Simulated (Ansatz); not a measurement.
A run of Ansatz 0.2.0 is set up as follows.

File input.yaml:

```yaml
crystal:
  lattice:
    - [-1.9111067713, 1.9111067713, 4.2806687947]
    - [1.9111067713, -1.9111067713, 4.2806687947]
    - [1.9111067713, 1.9111067713, -4.2806687947]
  atoms:
    - { symbol: Ti, position: [0.0, 0.0, 0.0] }
    - { symbol: Al, position: [0.25, 0.75, 0.5] }
    - { symbol: Al, position: [0.75, 0.25, 0.5] }
    - { symbol: Al, position: [0.5, 0.5, 0.0] }
hamiltonian:
  xc: pbe
  pseudopotentials: { kind: paw }
kpoints:
  mp_grid: { grid: [10, 10, 10] }
scf:
  occupations: { method: fermi_dirac, width: 0.05 }
output:
  forces: true
  stress: true
  eigenvalues: true
  write_density: true
  write_potential: true
  elf: true
  volumetric_format: npy
relax:
  f_tol: 0.01
  max_steps: 40
  cell: { stress_tol: 0.05 }
```

Potentials or basis: Ansatz PAW.

Command:

```sh
$ ansatz run input.yaml --threads 2 --pin off --max-ram 5632MiB --backend cpu --events-out ev --progress --plain --runs-dir out
```

Question: What does it give for the space group after relaxing (to 0.05 Å)?

Answer: I4/mmm (No. 139).

Question: Predict the relaxed volume.

Answer: 15.94 Å³/atom.

Question: Estimate the band gap on the k mesh.

Answer: None (metal or under the smearing width).

Question: What does it give for the relaxed cell?

Answer: a = 5.095 Å, b = 5.095 Å, c = 5.095 Å, α = 135.63°, β = 135.63°, γ = 64.55°.

Step by step:
| step | energy change (eV) | largest force (eV/Å) | volume (Å³) |
| --- | --- | --- | --- |
| 1 | 0.0000 | 0.0000 | 62.54 |
| 2 | -0.0057 | 0.0000 | 64.21 |
| 3 | -0.0073 | 0.0000 | 63.75 |
| 4 | -0.0078 | 0.0000 | 63.75 |

Caveat: the plane-wave basis is chosen anew once the cell has moved, so the energies of steps on either side of that aren't comparable.
